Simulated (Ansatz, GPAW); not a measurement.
## A script for YN (PBE in single-zeta orbitals)

These are simulated results from GPAW 26.7.0, not measurements. The cell began as a measured structure and was relaxed with r2SCAN in plane waves (Ansatz 0.2.0). All runs are without spin polarisation.

The symmetry is Fm-3m (No. 225, cubic); a = 4.896 Å in the conventional setting, 14.67 Å³ an atom. Y has 6 N at 2.45 Å; N has 6 Y at 2.45 Å.

The basis is minimal: single zeta, one radial function for each shell that the log's basis lists. It describes the filled bands fairly and the empty ones poorly.

Input script:

```python
import json
from ase import Atoms
from gpaw import GPAW, PW, FermiDirac

atoms = Atoms(['Y', 'N'],
              cell=[[-0.0, 2.448048, 2.448048], [2.448048, -0.0, 2.448048], [2.448048, 2.448048, -0.0]],
              scaled_positions=[[0.0, -0.0, -0.0], [0.5, 0.5, 0.5]],
              pbc=True)
calc = GPAW(mode='lcao', basis='sz(dzp)', h=0.2, xc='PBE', kpts={'size': (6, 6, 6), 'gamma': True},
            occupations=FermiDirac(0.02), maxiter=100, legacy_gpaw=True, txt='gpaw.txt')
atoms.calc = calc
res = {'energy': atoms.get_potential_energy(force_consistent=True)}
res['electrons'] = calc.get_number_of_electrons()
res['k'] = calc.get_ibz_k_points().tolist()
res['levels'] = [calc.get_eigenvalues(kpt=i).tolist() for i in range(len(res['k']))]
points = [[0.0, 0.0, 0.0], [0.5, 0.0, 0.5], [0.625, 0.25, 0.625], [0.375, 0.375, 0.75], [0.5, 0.5, 0.5], [0.5, 0.25, 0.75], [0.0, 0.5, 0.5]]
bands = calc.fixed_density(kpts=points, symmetry='off', txt='bands.txt')
res['points'] = [bands.get_eigenvalues(kpt=i).tolist() for i in range(len(points))]
json.dump(res, open('results.json', 'w'))
print('free energy (eV):', round(res['energy'], 5))
```

Command: `python run.py`. It took 40 s on 1 thread of Arm Neoverse V2 (shared host), peak memory 0.16 GiB.

The log gpaw.txt, trimmed of paths, versions and times, then the last line on the terminal. An iter line gives the energy in eV and the logarithms of the changes of orbitals (plane waves alone) and density (c: converged):

```
___ ___ ___ _ _ _
 |   |   |_  | | | |

 | | | | | . | | | |

 |__ |  _|___|_____|  26.7.0
 |___|_|

Input parameters:
  basis: sz(dzp)
  h: 0.2
  kpts: {gamma: True,
         size: (6, 6, 6)}
  maxiter: 100
  mode: lcao
  occupations: {fixmagmom: False,
                name: fermi-dirac,
                width: 0.02}
  xc: PBE

System changes: positions, numbers, cell, pbc, initial_charges, initial_magmoms

Initialize ...

species:
  Y:
    name:    Yttrium
    Z:       39.0
    valence: 11
    core:    28
    charge:  0.0  # [|e|]
    compensation charges:
      type: gauss
      rc: 0.40  # [Å]
      lmax: 2
    cutoffs:
      filter: 2.39  # [Å]
      core: 1.70  # [Å]
    projectors
    | kind |    occ | energy [eV] | rcut [Å] |

    |------|--------|-------------|----------|

    |   4s |  2.000 |     -47.973 |    1.328 |

    |   5s |  2.000 |      -4.101 |    1.328 |

    |   4p |  6.000 |     -27.921 |    1.318 |

    |   5p |  0.000 |      -1.441 |    1.318 |

    |   4d |  1.000 |      -2.517 |    1.286 |

    |    d |        |      24.695 |    1.286 |

    LCAO basis set for Y:
      Name: sz(dzp)
      Number of radial functions: 5
      Number of spherical harmonics: 13
        l=0, rc=4.0469 Bohr: 4s-sz confined orbital
        l=0, rc=10.5938 Bohr: 5s-sz confined orbital
        l=1, rc=4.7344 Bohr: 4p-sz confined orbital
        l=1, rc=13.8750 Bohr: 5p-sz confined orbital
        l=2, rc=8.9531 Bohr: 4d-sz confined orbital
      Number of RI-basis functions 0

  N:
    name:    Nitrogen
    Z:       7.0
    valence: 5
    core:    2
    charge:  0.0  # [|e|]
    compensation charges:
      type: gauss
      rc: 0.18  # [Å]
      lmax: 2
    cutoffs:
      filter: 1.11  # [Å]
      core: 0.96  # [Å]
    projectors
    | kind |    occ | energy [eV] | rcut [Å] |

    |------|--------|-------------|----------|

    |   2s |  2.000 |     -18.583 |    0.603 |

    |   2p |  3.000 |      -7.089 |    0.529 |

    |    s |        |       8.629 |    0.603 |

    |    p |        |      20.123 |    0.529 |

    |    d |        |       0.000 |    0.577 |

    LCAO basis set for N:
      Name: sz(dzp)
      Number of radial functions: 2
      Number of spherical harmonics: 4
        l=0, rc=4.8594 Bohr: 2s-sz confined orbital
        l=1, rc=6.0625 Bohr: 2p-sz confined orbital
      Number of RI-basis functions 0

Reference energy: -93573.105437  # eV

Spin-paired calculation

Convergence criteria:
 Maximum [total energy] change in last 3 cyles: 0.0005 eV / valence electron
 Maximum integral of absolute [dens]ity change: 0.0001 electrons / valence electron
 Maximum integral of absolute [eigenst]ate change: 4e-08 eV^2 / valence electron
 Maximum number of scf [iter]ations: 100
 (Square brackets indicate name in SCF output, whereas a 'c' in
 the SCF output indicates the quantity has converged.)

Symmetries present (total): 48

  ( 1  0  0)  ( 1  0  0)  ( 1  0  0)  ( 1  0  0)  ( 1  0 -1)  ( 1  0 -1)
  ( 1  0 -1)  ( 1 -1  0)  ( 0  1  0)  ( 0  0  1)  ( 1  0  0)  ( 1 -1  0)
  ( 1 -1  0)  ( 1  0 -1)  ( 0  0  1)  ( 0  1  0)  ( 1 -1  0)  ( 1  0  0)

  ( 1  0 -1)  ( 1  0 -1)  ( 1 -1  0)  ( 1 -1  0)  ( 1 -1  0)  ( 1 -1  0)
  ( 0  1 -1)  ( 0  0 -1)  ( 1  0  0)  ( 1  0 -1)  ( 0 -1  1)  ( 0 -1  0)
  ( 0  0 -1)  ( 0  1 -1)  ( 1  0 -1)  ( 1  0  0)  ( 0 -1  0)  ( 0 -1  1)

  ( 0  1  0)  ( 0  1  0)  ( 0  1  0)  ( 0  1  0)  ( 0  1 -1)  ( 0  1 -1)
  ( 1  0  0)  ( 0  1 -1)  ( 0  0  1)  (-1  1  0)  ( 1  0 -1)  ( 0  1  0)
  ( 0  0  1)  (-1  1  0)  ( 1  0  0)  ( 0  1 -1)  ( 0  0 -1)  (-1  1  0)

  ( 0  1 -1)  ( 0  1 -1)  ( 0  0  1)  ( 0  0  1)  ( 0  0  1)  ( 0  0  1)
  ( 0  0 -1)  (-1  1  0)  ( 1  0  0)  ( 0  1  0)  ( 0 -1  1)  (-1  0  1)
  ( 1  0 -1)  ( 0  1  0)  ( 0  1  0)  ( 1  0  0)  (-1  0  1)  ( 0 -1  1)

  ( 0  0 -1)  ( 0  0 -1)  ( 0  0 -1)  ( 0  0 -1)  ( 0 -1  1)  ( 0 -1  1)
  ( 1  0 -1)  ( 0  1 -1)  ( 0 -1  0)  (-1  0  0)  ( 1 -1  0)  ( 0  0  1)
  ( 0  1 -1)  ( 1  0 -1)  (-1  0  0)  ( 0 -1  0)  ( 0 -1  0)  (-1  0  1)

  ( 0 -1  1)  ( 0 -1  1)  ( 0 -1  0)  ( 0 -1  0)  ( 0 -1  0)  ( 0 -1  0)
  ( 0 -1  0)  (-1  0  1)  ( 1 -1  0)  ( 0  0 -1)  ( 0 -1  1)  (-1  0  0)
  ( 1 -1  0)  ( 0  0  1)  ( 0 -1  1)  (-1  0  0)  ( 1 -1  0)  ( 0  0 -1)

  (-1  1  0)  (-1  1  0)  (-1  1  0)  (-1  1  0)  (-1  0  1)  (-1  0  1)
  ( 0  1  0)  ( 0  1 -1)  (-1  0  1)  (-1  0  0)  ( 0  0  1)  ( 0 -1  1)
  ( 0  1 -1)  ( 0  1  0)  (-1  0  0)  (-1  0  1)  ( 0 -1  1)  ( 0  0  1)

  (-1  0  1)  (-1  0  1)  (-1  0  0)  (-1  0  0)  (-1  0  0)  (-1  0  0)
  (-1  1  0)  (-1  0  0)  ( 0  0 -1)  ( 0 -1  0)  (-1  1  0)  (-1  0  1)
  (-1  0  0)  (-1  1  0)  ( 0 -1  0)  ( 0  0 -1)  (-1  0  1)  (-1  1  0)

216 k-points: 6 x 6 x 6 Monkhorst-Pack grid + [1/12,1/12,1/12]
16 k-points in the irreducible part of the Brillouin zone
       k-points in crystal coordinates                weights
   0:     0.00000000    0.00000000    0.00000000          1/216
   1:     0.16666667    0.16666667    0.00000000          6/216
   2:     0.16666667    0.16666667    0.16666667          8/216
   3:     0.33333333    0.16666667    0.16666667         12/216
   4:     0.33333333    0.33333333   -0.33333333         12/216
   5:     0.33333333    0.33333333    0.00000000          6/216
   6:     0.33333333    0.33333333    0.16666667         24/216
   7:     0.33333333    0.33333333    0.33333333          8/216
   8:     0.50000000    0.33333333   -0.33333333         24/216
   9:     0.50000000    0.33333333   -0.16666667         12/216
          ...
  15:     0.50000000    0.50000000    0.50000000          4/216

Wave functions: LCAO
  Diagonalizer: Serial LAPACK
  Atomic Correction: dense with blas
  Data-type: complex

Occupation numbers: Fermi-Dirac:
  width: 0.0200  # eV

Eigensolver
   LCAO using direct dense diagonalizer

Densities:
  Coarse grid: 16*16*16 grid
  Fine grid: 32*32*32 grid
  Total Charge: 0.000000

Density mixing:
  Method: separate
  Backend: msr1
  Linear mixing parameter: 0.05
  old densities: 10
  Width of damping distribution: 1.1
  Damping of long wavelength oscillations: 20

Hamiltonian:
  XC and Coulomb potentials evaluated on a 32*32*32 grid
  Using the PBE Exchange-Correlation functional
  Interpolation: tri-quintic (5. degree polynomial)
  Poisson solver: FastPoissonSolver using
    Stencil: 12*3+1=37 point O(h^6) finite-difference Laplacian
    FFT axes: [np.int64(0), np.int64(1), np.int64(2)]
    FST axes: []

XC parameters: PBE with 2 nearest neighbor stencil

Memory estimate:
  Process memory now: 112.32 MiB
  Calculator: 18.55 MiB
    Density: 8.05 MiB
      Arrays: 0.81 MiB
      Localized functions: 6.61 MiB
      Mixer: 0.62 MiB
    Hamiltonian: 1.07 MiB
      Arrays: 0.53 MiB
      XC: 0.00 MiB
      Poisson: 0.00 MiB
      vbar: 0.54 MiB
    Wavefunctions: 9.43 MiB
      C [qnM]: 0.06 MiB
      S, T [2 x qmm]: 0.14 MiB
      P [aqMi]: 0.01 MiB
      BasisFunctions: 9.23 MiB
      Eigensolver: 0.00 MiB

Total number of cores used: 1

Number of atoms: 2
Number of atomic orbitals: 17
Number of bands in calculation: 14
Number of valence electrons: 16
Bands to converge: occupied
Positions:
   0 Y      0.000000    0.000000    0.000000    ( 0.0000,  0.0000,  0.0000)
   1 N      2.448048    2.448048    2.448048    ( 0.0000,  0.0000,  0.0000)

Unit cell:
           periodic     x           y           z      points  spacing
  1. axis:    yes   -0.000000    2.448048    2.448048    16     0.1767
  2. axis:    yes    2.448048   -0.000000    2.448048    16     0.1767
  3. axis:    yes    2.448048    2.448048   -0.000000    16     0.1767

  Lengths:   3.462063   3.462063   3.462063
  Angles:   60.000000  60.000000  60.000000

Effective grid spacing dv^(1/3) = 0.1928

iter:   1   -17.067277        c
iter:   2   -16.552719        c -0.91
iter:   3   -15.537519        c -0.98
iter:   4   -15.528745        c -1.57
iter:   5   -15.533132        c -1.67
iter:   6   -15.529175c       c -2.22
iter:   7   -15.529374c       c -2.76
iter:   8   -15.529035c       c -2.75
iter:   9   -15.529032c       c -3.87
iter:  10   -15.529029c       c -4.14c

Converged after 10 iterations.

Energy contributions relative to reference atoms: (reference = -93573.105437)

Kinetic:        +15.585351
Potential:      -15.669415
External:        +0.000000
XC:             -15.976177
Entropy (-ST):   -0.000603
Local:           +0.531514
SIC:             +0.000000
--------------------------
Free energy:    -15.529331
Extrapolated:   -15.529029

Showing only first 2 kpts
 Kpt  Band  Eigenvalues  Occupancy
  0     6      8.68550    0.52184
  0     7      8.69463    0.36549
  0     8     11.64975    0.00000
  0     9     11.64975    0.00000

  1     6      8.22184    2.00000
  1     7      8.22666    2.00000
  1     8     10.63646    0.00000
  1     9     13.27363    0.00000

Fermi level: 8.66468

No gap
No difference between direct/indirect transitions

free energy (eV): -15.52933
```

The gap in the log is over the mesh alone; results.json adds the listed points. PBE in single-zeta orbitals gives no gap (an overlap of 0.05 eV at the points read). On the same cell, plane-wave PBE (Ansatz, 10×10×10 k points and the special points) gives a gap of 0.20 eV and r2SCAN a gap of 0.58 eV; on shared hosts these took about 1.2 and 3.2 core-seconds on the 2-atom cell, against 40 for the script. Semilocal gaps usually lie below measured ones.
